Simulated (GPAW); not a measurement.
Input of a GPAW 26.7.0 run:

File run.py:

```python
from ase import Atoms
from ase.filters import FrechetCellFilter
from ase.io import write
from ase.optimize import BFGS
from ase.units import GPa
from gpaw import GPAW, PW, setup_paths

setup_paths.insert(0, '.')

atoms = Atoms(['Si', 'Si', 'C', 'C'],
              cell=[[3.076, 0.0, 0.0],
                    [-1.538, 2.663894142, 0.0],
                    [0.0, 0.0, 5.048]],
              scaled_positions=[[0.6666666667, 0.3333333333, 0.5],
                                [0.3333333333, 0.6666666667, 0.0],
                                [0.6666666667, 0.3333333333, 0.885],
                                [0.3333333333, 0.6666666667, 0.385]],
              pbc=True)

calc = GPAW(mode=PW(800),
            xc='PBEsol',
            kpts={'size': (7, 7, 4), 'gamma': True},
            occupations={'name': 'fermi-dirac', 'width': 0.05},
            nbands=18,
            convergence={'density': 1e-05, 'forces': 0.0001},
            maxiter=150,
            txt='gpaw.txt')
atoms.calc = calc
opt = BFGS(FrechetCellFilter(atoms, scalar_pressure=10 * GPa), trajectory='relax.traj', logfile='-')
done = opt.run(fmax=0.02, steps=60)
calc.write('gs.gpw')
write('result.traj', atoms)
print('Converged:', done)
print('Cell:', atoms.cell.cellpar().round(4))
print('Volume:', round(atoms.get_volume(), 4))
print(atoms.get_scaled_positions().round(5))
```

Potentials or basis: PAW data sets generated in the run's folder for this functional, pw.

The run is started by

```bash
$ gpaw-setup -f PBEsol C Si
$ OMP_NUM_THREADS=1 python run.py
```

Question: Predict the relaxed cell.

Answer: a = 3.040 Å, b = 3.040 Å, c = 4.985 Å, α = 90.00°, β = 90.00°, γ = 120.00°.

Question: What does it give for the relaxed volume?

Answer: 9.98 Å³/atom.

Step by step:
```
step  energy change (eV)  largest force (eV/Å)  pressure (GPa)  volume (Å³)
   1              0.0000                0.7587            1.47        41.36
   2             -0.0230                0.4198            2.62        41.12
   3             -0.0129                0.2487            6.08        40.52
   4             -0.0100                0.1514            6.80        40.40
   5              0.0155                0.0106            9.97        39.90
```

Caveat: later steps reuse the first step's grids.
